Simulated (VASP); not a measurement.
Input of a VASP 6.6.1 run:

The input INCAR:

```
ALGO     = Normal         # electronic algorithm
EDIFF    = 1E-8           # SCF threshold, eV
ENCUT    = 520            # plane-wave cutoff, eV
GGA      = PS             # functional
ISIF     = 2              # what is computed and relaxed
ISMEAR   = 0              # smearing method
IVDW     = 11             # dispersion correction
LASPH    = T              # aspherical terms in the spheres
LCHARG   = F              # write CHGCAR
LEFG     = T            
LREAL    = F              # projectors in reciprocal space
LWAVE    = F              # write WAVECAR
NELM     = 100            # most SCF steps
PREC     = Accurate       # precision mode
SIGMA    = 0.05           # smearing width, eV
```

Contents of KPOINTS:

```
k-points
0
Gamma
  11 11 11
```

POSCAR

```
In
3.236
   -0.481354093634      0.481354093634      0.732542354790
    0.481354093634     -0.481354093634      0.732542354790
    0.481354093634      0.481354093634     -0.732542354790
In
1
Direct
    0.0000000000      0.0000000000      0.0000000000
```

Potentials or basis: VASP PAW PBE potentials, release 64 (In_d).

Run with:

```console
$ cat potpaw_PBE.64/In_d/POTCAR > POTCAR
$ mpirun -np 1 vasp_std > vasp.out
```

Question: What does it give for the dispersion energy per atom?

Answer: -0.181 eV.

Question: Predict the band gap on the k mesh.

Answer: None (metal or under the smearing width).

Question: What does it give for the pressure?

Answer: 4.6 GPa.

Electric field gradients, principal values (V/Å²):
```csv
atom,Vxx,Vyy,Vzz
1 In,-12.515,-12.518,25.033
```

Caveat: the PAW data sets were made with another functional, which shifts forces and pressure a little; pairwise dispersion overbinds metals, which lowers pressure and volume.
